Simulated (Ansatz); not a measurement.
The system is MgS.

```
S Mg
1.0
     0.00000    2.83312    2.83312
     2.83312    0.00000    2.83312
     2.83312    2.83312    0.00000
S Mg
1 1
Direct
  0.25000 0.25000 0.25000
  0.00000 0.00000 0.00000
```

The cell comes from a database or a generator and needn't be the stable form of this composition.

Base run:

```yaml
Program: Ansatz 0.2.0
Functional: r2SCAN-EpsX
Potentials_or_basis: JTH PAW
Cutoff: "900 eV (not typed: the program's choice for these potentials)"
k_mesh: 5 × 5 × 5
Occupations: fixed
Spin: no spin polarisation
```

Its results: band gap on the k mesh 5.69 eV, direct; pressure -0.5 GPa.

**Question.** The run is repeated on the same cell with these changes: functional from r2SCAN-EpsX to r2SCANh; other keys from none to scf.mixing.algorithm = msr1; scf.mixing.beta = 0.3. What comes out?

**Answer.** Band gap on the k mesh 4.70 eV, direct; pressure -0.2 GPa.

Caveats: the thresholds are loose for stress.
